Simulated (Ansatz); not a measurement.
**Coordination and energy in low-dimensional Ni**

These are results of DFT PBE, scalar-relativistic, plane waves, PAW in Ansatz, not measurements.

Cutoff 420 eV, Γ-centred meshes of like density (1×1×22 for the 14-atom cell), Gaussian smearing of 0.05 eV, energies at zero smearing and 0 K, each start's symmetry kept, collinear spin.

Bulk Ni (Fm-3m) has 12 nearest neighbours at 2.49 Å and a cohesive energy of 4.76 eV against the spin-polarised free atom. These structures stand in vacuum and were relaxed; neighbours count within 1.1 bulk bonds.

```json
{"start": "[110] wire, 14 host atoms a period", "atoms × neighbours": "6×7, 4×9, 4×12", "mean bond (Å)": "2.44", "energy over bulk (eV/atom)": "0.69"}
{"start": "[110] wire, 15 host atoms a period", "atoms × neighbours": "1×6, 4×7, 6×9, 4×12", "mean bond (Å)": "2.44", "energy over bulk (eV/atom)": "0.67"}
```

Problem. Compare two estimates without free parameters: bonds of fixed strength, and a band energy that grows as the square root of coordination.

Solution. With fixed bonds an atom with z neighbours loses E_coh(1 − z/12); in the second-moment picture the band narrows as √z and it loses E_coh(1 − √(z/12)). Averaged over the atoms, in eV:
```
                             start fixed bonds square root computed
[110] wire, 14 host atoms a period         1.19         0.66      0.69
[110] wire, 15 host atoms a period         1.16         0.65      0.67
```

The rms misses are 0.50 and 0.02 eV. Fixed bonds overshoot every row: the bonds that remain grow stronger when neighbours are missing, which the square root overdoes here, though it misses by less, and the bonds shorten by up to 2 %. What is left over reflects bond lengths, electronic shells, hybridisation and moments, which neither estimate holds.

Each run keeps its start's symmetry and one magnetic start, so lower states can exist.

Cost: 2 runs of about 74 core-minutes in all, on Intel Xeon 6975P-C (Granite Rapids) (shared hosts).

Both wires lie much closer to bulk Ni in energy than their missing neighbours would suggest if every bond were worth the same. The reason is that metallic cohesion is not pairwise additive. In the second-moment picture the band width follows the root of the coordination, so the first neighbours bind more than the last ones added. In Ni the d band is nearly full, and much of the cohesion comes from the sp electrons and their hybridisation with the d states, so this picture is only a rough guide here. Within it, surface atoms keep most of their band energy, and the slight bond contraction fits this picture.

The close match of the square-root estimate is partly fortuitous. The bulk cohesive energy of 4.76 eV is somewhat above experiment, probably because the functional treats the open-shell free atom and the metal unevenly. That atomic reference scales both estimates but cancels from the computed wire energies. A smaller value would widen the square-root shortfall, while fixed bonds would still overshoot clearly.

Two wires of such similar mean coordination support non-additive bonding but cannot establish the exponent, and the lower energy per atom of the 15-atom wire does not by itself make it the preferred structure.
